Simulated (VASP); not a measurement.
# Zn (Im-3m) in VASP: notebook

Runs on Zn. Level: PBE. Tasks: single point.

Everything below comes from runs of VASP 6.6.1. Logs are shortened: lines on timing, memory, paths and dates and some standing lists are left out, and cuts for length are marked.

### 1 Starting point

Symmetry: Im-3m, No. 229, cubic system. Conventional cell: a = 3.116 Å, b = 3.116 Å, c = 3.116 Å, α = 90.00°, β = 90.00°, γ = 90.00°. Zn (site symmetry m-3m) has 8 Zn at 2.70 Å as nearest neighbours.

The cell was built by a generator and needn't be a form met in nature.

### 2 Single point, PBE

INCAR

```
SYSTEM = Zn
  ALGO = Normal
  EDIFF = 1E-7
  ENCUT = 520
  GGA = PE
  ISIF = 2
  ISMEAR = 0
  LASPH = .True.
  LCHARG = .False.
  LREAL = .False.
  LWAVE = .False.
  NBANDS = 12
  NELM = 60
  PREC = Accurate
  SIGMA = 0.05
```

KPOINTS

```
k-points
0
Gamma
  18 18 18
  0 0 0
```

POSCAR

```
Zn
1.0
   -1.5579542547      1.5579542547      1.5579542547
    1.5579542547     -1.5579542547      1.5579542547
    1.5579542547      1.5579542547     -1.5579542547
Zn
1
Direct
    0.0000000000      0.0000000000      0.0000000000
```

Potentials or basis: VASP PAW PBE potentials, release 64 (Zn).

Started as:

```bash
> cat potpaw_PBE.64/Zn/POTCAR > POTCAR
> mpirun -np 1 vasp_std > vasp.out
```

OUTCAR:

```text
SYSTEM = Zn
   EDIFF = 1E-7
   ENCUT = 520
   GGA = PE
   ISIF = 2
   ISMEAR = 0
   LASPH = .True.
   LREAL = .False.
   NELM = 60
   PREC = Accurate

 ion  position               nearest neighbor table
   1  0.000  0.000  0.000-

  LATTYP: Found a body centered cubic cell.
 ALAT       =     3.1159085094

  Lattice vectors:

 A1 = (  -1.5579542547,   1.5579542547,   1.5579542547)
 A2 = (   1.5579542547,  -1.5579542547,   1.5579542547)
 A3 = (   1.5579542547,   1.5579542547,  -1.5579542547)

Analysis of symmetry for initial positions (statically):
=====================================================================
 Subroutine PRICEL returns:
 Original cell was already a primitive cell.

 Routine SETGRP: Setting up the symmetry group for a
 body centered cubic supercell.

 Subroutine GETGRP returns: Found 48 space group operations
 (whereof 48 operations were pure point group operations)
 out of a pool of 48 trial point group operations.

The static configuration has the point symmetry O_h .

Analysis of symmetry for dynamics (positions and initial velocities):
=====================================================================
 Subroutine PRICEL returns:
 Original cell was already a primitive cell.

 Routine SETGRP: Setting up the symmetry group for a
 body centered cubic supercell.

 Subroutine GETGRP returns: Found 48 space group operations
 (whereof 48 operations were pure point group operations)
 out of a pool of 48 trial point group operations.

The dynamic configuration has the point symmetry O_h .

 Subroutine INISYM returns: Found 48 space group operations
 (whereof 48 operations are pure point group operations),
 and found     1 'primitive' translations

----------------------------------------------------------------------------------------

                                     Primitive cell

  volume of cell :      15.1260

  direct lattice vectors                    reciprocal lattice vectors
    -1.557954255  1.557954255  1.557954255     0.000000000  0.320933685  0.320933685
     1.557954255 -1.557954255  1.557954255     0.320933685  0.000000000  0.320933685
     1.557954255  1.557954255 -1.557954255     0.320933685  0.320933685  0.000000000

  length of vectors
     2.698455925  2.698455925  2.698455925     0.453868770  0.453868770  0.453868770

  position of ions in fractional coordinates (direct lattice)
     0.000000000  0.000000000  0.000000000

  ion indices of the primitive-cell ions
   primitive index   ion index
                 1           1

----------------------------------------------------------------------------------------

 KPOINTS: k-points

Automatic generation of k-mesh.
 Grid dimensions read from file:
 generate k-points for:   18   18   18

 Generating k-lattice:

  Cartesian coordinates                     Fractional coordinates (reciprocal lattice)
     0.000000000  0.017829649  0.017829649     0.055555556  0.000000000  0.000000000
     0.017829649  0.000000000  0.017829649     0.000000000  0.055555556  0.000000000
     0.017829649  0.017829649  0.000000000     0.000000000  0.000000000  0.055555556

  Length of vectors
     0.025214932  0.025214932  0.025214932

  Shift w.r.t. Gamma in fractional coordinates (k-lattice)
     0.000000000  0.000000000  0.000000000

 Subroutine IBZKPT returns following result:
 ===========================================

 Found    195 irreducible k-points:

 Following reciprocal coordinates:
            Coordinates               Weight
  0.000000  0.000000  0.000000      1.000000
  0.055556  0.000000  0.000000     12.000000
  0.111111  0.000000  0.000000     12.000000
  0.166667  0.000000  0.000000     12.000000
  0.222222  0.000000  0.000000     12.000000
  0.277778  0.000000  0.000000     12.000000
[... 16 lines left out ...]
  0.333333  0.111111  0.000000     48.000000
  0.388889  0.111111  0.000000     48.000000
 [... further k-points ...]
   k-points           NKPTS =    195   k-points in BZ     NKDIM =    195   number of bands    NBANDS=     12
   number of dos      NEDOS =    301   number of ions     NIONS =      1
   total plane-waves  NPLWV =   8000
   dimension x,y,z NGX =    20 NGY =   20 NGZ =   20
   dimension x,y,z NGXF=    40 NGYF=   40 NGZF=   40
   ions per type =               1
   NGX,Y,Z   is equivalent  to a cutoff of  12.32, 12.32, 12.32 a.u.
   NGXF,Y,Z  is equivalent  to a cutoff of  24.64, 24.64, 24.64 a.u.
 SYSTEM =  Zn
   PREC   = accura    normal or accurate (medium, high low for compatibility)
   ISTART =      0    job   : 0-new  1-cont  2-samecut
   ICHARG =      2    charge: 1-file 2-atom 10-const
   ISPIN  =      1    spin polarized calculation?
   LNONCOLLINEAR =      F non collinear calculations
   LSORBIT =      F    spin-orbit coupling
   LASPH  =      T    aspherical Exc in radial PAW
   ENCUT  =  520.0 eV  38.22 Ry    6.18 a.u.   5.02  5.02  5.02*2*pi/ulx,y,z
   NELM   =     60;   NELMIN=  2; NELMDL= -5     # of ELM steps
   EDIFF  = 0.1E-06   stopping-criterion for ELM
   LREAL  =      F    real-space projection
   EDIFFG = 0.1E-05   stopping-criterion for IOM
   NSW    =      0    number of steps for IOM
   IBRION =     -1    ionic relax: 0-MD 1-quasi-New 2-CG
   NFREE  =      0    steps in history (QN), initial steepest desc. (CG)
   ISIF   =      2    stress and relaxation
   ISYM   =      2    0-nonsym 1-usesym 2-fastsym
   POTIM  = 0.5000    time-step for ionic-motion
   TEBEG  =    0.0;   TEEND  =   0.0 temperature during run
   PSTRESS=    0.0 pullay stress
   NELECT =      12.0000    total number of electrons
   NUPDOWN=      -1.0000    fix difference up-down
   EMIN   =  10.00;   EMAX   =-10.00  energy-range for DOS
   EFERMI =   0.00;   METHOD = LEGACY
   ISMEAR =     0;   SIGMA  =   0.05  broadening in eV -4-tet -1-fermi 0-gaus
   EFERMI_NEDOS =   21; number of points for ismear=-14 and -15
   IALGO  =     38    algorithm
   IMIX   =      4    mixing-type and parameters
     AMIX     =   0.40;   BMIX     =  1.00
     AMIX_MAG =   1.60;   BMIX_MAG =  1.00
  volume/ion in A,a.u.               =      15.13       102.08
  Fermi-wavevector in a.u.,A,eV,Ry     =   1.515516  2.863910 31.249711  2.296789
  Thomas-Fermi vector in A             =   2.625029
   LORBIT       =      0    0 simple, 1 ext, 2 COOP (PROOUT), +10 PAW based schemes
   GGA     = PE    functional components
   LHFCALC =     F    Hartree Fock is set to
   AEXX    =    0.0000 exact exchange contribution
   IVDW    =     0    specifies the selected vdW correction
   LEPSILON=     F    determine dielectric tensor
   LRPA    =     F    only Hartree local field effects (RPA)
 non-spin polarized calculation
 Gauss-broadening in eV      SIGMA  =   0.05
  energy-cutoff  :      520.00
  volume of cell :       15.13
 maximum number of plane-waves:       420
   NGX =  9   NGY =  9   NGZ =  9

 number of electron      12.0000023 magnetization

 Free energy of the ion-electron system (eV)
  ---------------------------------------------------
  ext. energy  EPLUGINS =         0.00000000
  ---------------------------------------------------
  free energy    TOTEN  =        -1.02157720 eV

  energy without entropy =       -1.02112474  energy(sigma->0) =       -1.02135097

 E-fermi :   3.2282     XC(G=0): -11.5948

 val. band max:        3.2090524629   @ k =   0.3889   0.1667   0.0000
 cond. band min:       3.2466015750   @ k =   0.2778   0.2778   0.1111
 fundamental gap:      0.0375491122
 Fermi energy:         3.2281975204

 k-point     1 :       0.0000    0.0000    0.0000
  band No.  band energies     occupation
      1      -7.2675      2.00000
      2      -4.5729      2.00000
      3      -4.5729      2.00000
      4      -4.5729      2.00000
      5      -4.0574      2.00000
      6      -4.0574      2.00000
      7      22.5580      0.00000
      8      22.5580      0.00000
      9      22.5580      0.00000
     10      24.1401      0.00000
     11      24.1401      0.00000
     12      24.1401      0.00000

 k-point     2 :       0.0556    0.0000    0.0000
  band No.  band energies     occupation
      1      -7.1685      2.00000
      2      -4.5825      2.00000
      3      -4.5708      2.00000
      4      -4.5493      2.00000
      5      -4.0665      2.00000
      6      -4.0568      2.00000
      7      21.0665      0.00000
      8      21.7757      0.00000
      9      22.0916      0.00000
     10      23.2070      0.00000
     11      23.3691      0.00000
     12      23.9144      0.00000

 k-point     3 :       0.1111    0.0000    0.0000
  band No.  band energies     occupation
      1      -6.8759      2.00000
      2      -4.6098      2.00000
      3      -4.5633      2.00000
      4      -4.4803      2.00000
      5      -4.0894      2.00000
      6      -4.0550      2.00000
      7      18.2691      0.00000
      8      20.4010      0.00000
      9      20.9714      0.00000
     10      22.2780      0.00000
     11      22.5324      0.00000
     12      24.0643      0.00000
[... 286 lines left out ...]
 k-point    23 :       0.3333    0.1111    0.0000
  band No.  band energies     occupation
      1      -5.1174      2.00000
      2      -4.8225      2.00000
      3      -4.1394      2.00000
      4      -4.0914      2.00000
      5      -3.9210      2.00000
      6      -1.5274      2.00000
      7       5.7603      0.00000
      8      12.4389      0.00000
      9      15.5206      0.00000
     10      20.5356      0.00000
     11      23.4447      0.00000
     12      26.7839      0.00000

 k-point    24 :       0.3889    0.1111    0.0000
  band No.  band energies     occupation
      1      -5.1425      2.00000
      2      -4.8476      2.00000
      3      -4.1101      2.00000
      4      -4.0810      2.00000
      5      -3.8440      2.00000
      6      -0.1214      2.00000
      7       3.7590      0.00000
      8      12.1143      0.00000
      9      15.2021      0.00000
     10      20.3298      0.00000
     11      23.2922      0.00000
     12      28.0391      0.00000

 [... further k-points ...]
[... 5 lines left out ...]
  --------------------------------------------------------------------------------------
  -------------------------------------------------------------------------------------
  Total        0.1312526      0.1312526      0.1312526     -0.0000000      0.0000000     -0.0000000
  in kB       13.9025473     13.9025473     13.9025473     -0.0000000      0.0000000     -0.0000000
  external PRESSURE =      13.9025473 kB  Pullay stress =       0.0000000 kB

 VOLUME and BASIS-vectors are now :
 -----------------------------------------------------------------------------
  energy-cutoff  :      520.00
  volume of cell :       15.13
      direct lattice vectors                 reciprocal lattice vectors
    -1.557954255  1.557954255  1.557954255     0.000000000  0.320933685  0.320933685
     1.557954255 -1.557954255  1.557954255     0.320933685  0.000000000  0.320933685
     1.557954255  1.557954255 -1.557954255     0.320933685  0.320933685  0.000000000

 POSITION                                       TOTAL-FORCE (eV/Angst)
 -----------------------------------------------------------------------------------
      0.00000      0.00000      0.00000         0.000000      0.000000      0.000000
 -----------------------------------------------------------------------------------
    total drift:                                0.000000     -0.000000      0.000000

  FREE ENERGIE OF THE ION-ELECTRON SYSTEM (eV)
  ---------------------------------------------------
  free  energy   TOTEN  =        -1.0215772011 eV

  energy  without entropy=       -1.0211247396  energy(sigma->0) =       -1.02135097
```

It took 10 s on 1 thread of Intel Xeon 6975P-C (Granite Rapids), shared host; peak memory 0.14 GiB.

Results:

```
Free energy            : -1.0216 eV
Pressure               : 1.4 GPa
Band gap on the k mesh : none (metal or under the smearing width)
```

Levels at points of the mesh, in eV from the Fermi level:
| k point | band 3 | band 4 | band 5 | band 6 | band 7 | band 8 | band 9 | band 10 |
| --- | --- | --- | --- | --- | --- | --- | --- | --- |
| (0.00, 0.00, 0.00) | -7.80 | -7.80 | -7.29 | -7.29 | 19.33 | 19.33 | 19.33 | 20.91 |
| (0.50, 0.00, 0.00) | -7.31 | -7.25 | -6.94 | -2.72 | -0.94 | 11.46 | 12.82 | 15.45 |
| (0.50, 0.50, 0.50) | -7.02 | -7.02 | -7.02 | 4.23 | 4.23 | 4.23 | 7.71 | 8.63 |

### 3 Single point, PBE

This run uses another cell than the first one, of 15.36 Å³/atom, 1.015 times its volume.

INCAR

```
PREC = Accurate ; ENCUT = 520
EDIFF = 1E-6 ; ISMEAR = 0
SIGMA = 0.05 ; LREAL = False
LASPH = True ; NELM = 80
ALGO = Normal ; ISIF = 2
LWAVE = False ; LCHARG = True
GGA = PE ; LELF = True
LVHAR = True ; NBANDS = 12
```

KPOINTS

```
Automatic mesh
0
Gamma
  18 18 18
```

POSCAR

```
Zn
1.0
   -1.5658907539      1.5658907539      1.5658907539
    1.5658907539     -1.5658907539      1.5658907539
    1.5658907539      1.5658907539     -1.5658907539
Zn
1
Direct
    0.0000000000      0.0000000000      0.0000000000
```

Potentials or basis: VASP PAW PBE potentials, release 64 (Zn).

Started as:

```bash
> cat potpaw_PBE.64/Zn/POTCAR > POTCAR
> mpirun -np 1 vasp_std > vasp.out
```

Wall time 9.2 s (1 thread of Intel Xeon 6975P-C (Granite Rapids), shared host); peak memory 0.14 GiB.

The run converged. Its results:

- Free energy: -1.0228 eV
- Pressure: 0.4 GPa
- Band gap on the k mesh: none (metal or under the smearing width)

Levels at points of the mesh, in eV from the Fermi level:
```csv
k point,band 3,band 4,band 5,band 6,band 7,band 8,band 9,band 10
"(0.00, 0.00, 0.00)",-7.74,-7.74,-7.24,-7.24,19.09,19.09,19.09,20.79
"(0.50, 0.00, 0.00)",-7.27,-7.21,-6.91,-2.64,-0.96,11.35,12.73,15.34
"(0.50, 0.50, 0.50)",-6.99,-6.99,-6.99,4.22,4.22,4.22,7.54,8.59
```

### 4 Single point, PBE

This run uses another cell than the first one, of 15.36 Å³/atom, 1.015 times its volume.

INCAR

```
SYSTEM = Zn
ALGO     = Normal         ! electronic algorithm
EDIFF    = 1E-6           ! SCF threshold, eV
ENCUT    = 520            ! plane-wave cutoff, eV
GGA      = PE             ! functional
ISIF     = 2              ! what is computed and relaxed
ISMEAR   = 0              ! smearing method
LASPH    = .True.         ! aspherical terms in the spheres
LCHARG   = .False.        ! write CHGCAR
LREAL    = .False.        ! projectors in reciprocal space
LWAVE    = .False.        ! write WAVECAR
NBANDS   = 12             ! bands
NELM     = 60             ! most SCF steps
PREC     = Accurate       ! precision mode
SIGMA    = 0.05           ! smearing width, eV
```

KPOINTS

```
k-points
0
Gamma
  18 18 18
  0 0 0
```

POSCAR is that of step 3.

Started as:

```bash
> cat potpaw_PBE.64/Zn/POTCAR > POTCAR
> mpirun -np 1 vasp_std > vasp.out
```

Run time: 9.1 s. Hardware: 1 thread of Intel Xeon 6975P-C (Granite Rapids), shared host; peak memory 0.14 GiB.

The run converged. Its results:

```yaml
Free_energy: -1.0228 eV
Pressure: 0.4 GPa
Band_gap_on_the_k_mesh: none (metal or under the smearing width)
```

Levels at points of the mesh, in eV from the Fermi level:
| k point | band 4 | band 5 | band 6 | band 7 | band 8 | band 9 |
| --- | --- | --- | --- | --- | --- | --- |
| (0.00, 0.00, 0.00) | -7.74 | -7.24 | -7.24 | 19.09 | 19.09 | 19.09 |
| (0.50, 0.00, 0.00) | -7.21 | -6.91 | -2.64 | -0.96 | 11.35 | 12.73 |
| (0.50, 0.50, 0.50) | -6.99 | -6.99 | 4.22 | 4.22 | 4.22 | 7.54 |
